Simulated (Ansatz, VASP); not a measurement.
Given: the input of a run of VASP 6.6.1 on Fe.

Contents of INCAR:

```
ALGO = Normal ; EDIFF = 1E-6
ENCUT = 520 ; ISIF = 2
ISMEAR = -1 ; ISPIN = 2
LASPH = True ; LCHARG = False
LMAXMIX = 4 ; LORBIT = 11
LREAL = False ; LWAVE = False
MAGMOM = 3 ; NBANDS = 14
NELM = 150 ; PREC = Accurate
SIGMA = 0.05
```

KPOINTS

```
k-points
0
Gamma
  13 13 13
```

The input POSCAR:

```
Fe
1.0
    0.0000000000      1.9021012277      1.9249897192
    1.4678507246      0.0000000000      1.9249897192
    1.4678507246      1.9021012277      0.0000000000
Fe
1
Direct
    0.0000000000      0.0000000000      0.0000000000
```

Potentials or basis: VASP PAW LDA potentials, release 64 (Fe).

Run with:

```sh
$ cat potpaw_LDA.64/Fe/POTCAR > POTCAR
$ mpirun -np 1 vasp_std > vasp.out
```

Set up the same calculation for Ansatz 0.2.0. Potentials there: all-electron LAPW, scalar-relativistic.

As run (the cutoff follows the program's own potentials):

File input.yaml:

```yaml
crystal:
  lattice:
    - [0.0, 1.9021012277, 1.9249897192]
    - [1.4678507246, 0.0, 1.9249897192]
    - [1.4678507246, 1.9021012277, 0.0]
  atoms:
    - { symbol: Fe, position: [0.0, 0.0, 0.0], spin: 3.0 }
kpoints:
  mp_grid: { grid: [13, 13, 13] }
scf:
  occupations: { method: fermi_dirac, width: 0.05 }
hamiltonian:
  xc: lda
  pseudopotentials: { kind: all_electron, lapw: { basis_error: 0.001 } }
magnetization:
  spin_polarized: true
output:
  forces: true
  stress: true
  eigenvalues: true
```

Potentials or basis: all-electron LAPW, scalar-relativistic.

Run with:

```bash
$ ansatz run input.yaml --threads 2 --pin off --max-ram 6144MiB --backend cpu --events-out ev --progress --plain --runs-dir out
```

Both were run:

|  | VASP | Ansatz | Ansatz less VASP |
| --- | --- | --- | --- |
| gap on the k mesh at the Fermi level (eV) | none | none | - |
| pressure (GPa) | -8.3 | -7.6 | +0.67 |
| largest component of the traceless stress (GPa) | 7.09 | 7.16 | +0.075 |
| net moment per atom (μB) | 2.00 | 2.03 | +0.028 |
| size of the moment on the site where the two differ most (μB) | 1.97 | 2.05 | +0.081 |

Site moments also hang on the region over which each program counts them. A gap of «none» marks a metal or a gap that the smearing closes. Ansatz ran all-electron here, so the differences hold the error of VASP's frozen core and of both bases.
